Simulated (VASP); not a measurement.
PbO2, 3 atoms in the cell. The structure is cubic, space group Fm-3m (No. 225). The conventional cell has a = 5.316 Å, b = 5.316 Å, c = 5.316 Å, α = 90.00°, β = 90.00°, γ = 90.00°. Pb (site symmetry m-3m) is surrounded by 8 O at 2.30 Å. O (site symmetry -43m) has 4 Pb at 2.30 Å as nearest neighbours. The cell was built by a generator and needn't be a form met in nature.

| Property | Result |
| --- | --- |
| Program | VASP 6.6.1 |
| Task | single point |
| Functional | r2SCAN |
| Dispersion | rVV10 |
| Potentials or basis | VASP PAW PBE potentials, release 64 (Pb_d, O) |
| Cutoff | 520 eV |
| k mesh | 6 × 6 × 6 |
| Occupations | fermi-dirac, width 0.02 eV |
| Spin | no spin polarisation |
| Dipole correction | no |
| Further INCAR settings | ALGO = Normal; EDIFF = 1e-07; NBANDS = 20 |

Potentials or basis: VASP PAW PBE potentials, release 64 (Pb_d, O).

Command:

```sh
$ cat potpaw_PBE.64/Pb_d/POTCAR potpaw_PBE.64/O/POTCAR > POTCAR
$ cp INCAR.step1 INCAR
$ mpirun -np 1 vasp_std > vasp.out
$ cp INCAR.step2 INCAR
$ mpirun -np 1 vasp_std > vasp.out
```

Hardware: 1 thread of Intel(R) Xeon(R) 6975P-C (Granite Rapids) (shared host).

**Question.** How long does it take, and how much memory?

**Answer.** Run time: 73 s on 1 thread of Intel(R) Xeon(R) 6975P-C (Granite Rapids), with other jobs on the host, peak memory 0.26 GiB. Counts: scf iterations 13, k points 16.
